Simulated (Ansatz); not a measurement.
This script for Ansatz 0.2.0, Python API starts 5 runs on HfN, space group F-43m. What input does the engine get in each?

`ecut_hfn.py`:
```python
# -*- coding: utf-8 -*-
"""Cutoff test for HfN."""

import warnings

import ansatz as az

warnings.simplefilter("ignore", az.DeckWarning)

xtal = (
    az.Lattice.from_parameters(3.471643, 3.471643, 3.471643, alpha=60.0, beta=60.0, gamma=60.0)
    .atom("Hf", [0.0, 0.0, 0.0])
    .atom("N", [0.75, 0.75, 0.75])
)

base = (
    xtal.calculation()
    .occupations("fermi_dirac", width=0.1)
    .kpoints(9, 9, 9)
    .scf(tolerance=1e-08)
    .stress()
)

rows = []
for value in [250, 300, 350, 400, 450]:
    r = base.basis(value).run(threads=1).report
    rows.append((value, r["free_energy_ev"] / len(r["lattice"]["sites"]), r["n_iterations"], sum(r["stress_gpa"][i][i] for i in range(3)) / 3, r["n_pw"]))

print(" cutoff (eV)   F/atom (eV)    iterations       P (GPa)   plane waves")
for row in rows:
    print(f"{str(row[0]):>12s}  {row[1]:12.5f}  {row[2]:12d}  {row[3]:12.3f}  {row[4]:12d}")

# differences from the last row
for row in rows[:-1]:
    shift = 1000 * (row[1] - rows[-1][1])
    print(f"{row[0]}: {shift:+.2f} meV/atom" + ("  (within 2 meV)" if abs(shift) < 2 else ""))
```

Run 1:
```yaml
crystal:
  lattice:
    a: 3.471643
    b: 3.471643
    c: 3.471643
    alpha: 60.0
    beta: 60.0
    gamma: 60.0
  atoms:
    - { symbol: Hf, position: [0.0, 0.0, 0.0] }
    - { symbol: "N", position: [0.75, 0.75, 0.75] }
basis:
  ecutwfc: 250.0
kpoints:
  mp_grid:
    grid: [9, 9, 9]
scf:
  convergence:
    dr2_threshold: 1.0e-08
  occupations:
    method: fermi_dirac
    width: 0.1
output:
  stress: true
```

Run 2, against run 1:
```diff
-  ecutwfc: 250.0
+  ecutwfc: 300.0
```

Run 3, against run 1:
```diff
-  ecutwfc: 250.0
+  ecutwfc: 350.0
```

Run 4, against run 1:
```diff
-  ecutwfc: 250.0
+  ecutwfc: 400.0
```

Run 5, against run 1:
```diff
-  ecutwfc: 250.0
+  ecutwfc: 450.0
```

`python ecut_hfn.py` gives:
```text
 cutoff (eV)   F/atom (eV)    iterations       P (GPa)   plane waves
         250   -8053.13926             9        -0.216           283
         300   -8053.92521             8         0.561           339
         350   -8054.07030             8         0.700           459
         400   -8054.09818             8         0.777           537
         450   -8054.10410             8         0.776           645
250: +964.84 meV/atom
300: +178.89 meV/atom
350: +33.80 meV/atom
400: +5.92 meV/atom
```

Reading the output:
- No spin polarisation was allowed.
- For a metal this k-point mesh is coarse: on a finer one energies can move by several to tens of meV an atom and pressures by half a GPa or more, differences at one mesh by less.
- The program warned that this SCF threshold is loose for forces or stresses.
- Pressure is positive in compression.
- Spin-orbit coupling, which matters for elements this heavy, is left out.
- No functional is typed, so the default, PBE, holds.
- This cell is a computed structure, which may not be the phase found in nature.
- Shifts are counted from the last row, which is itself no proven limit.
- The script silences the warnings on its input, which a real study should read.
- Cost: roughly 7 core-seconds.

(A comment or docstring line of the script was reworded after the run, the code is as it ran; lines on the test bed's own set-up are left out of the output.)
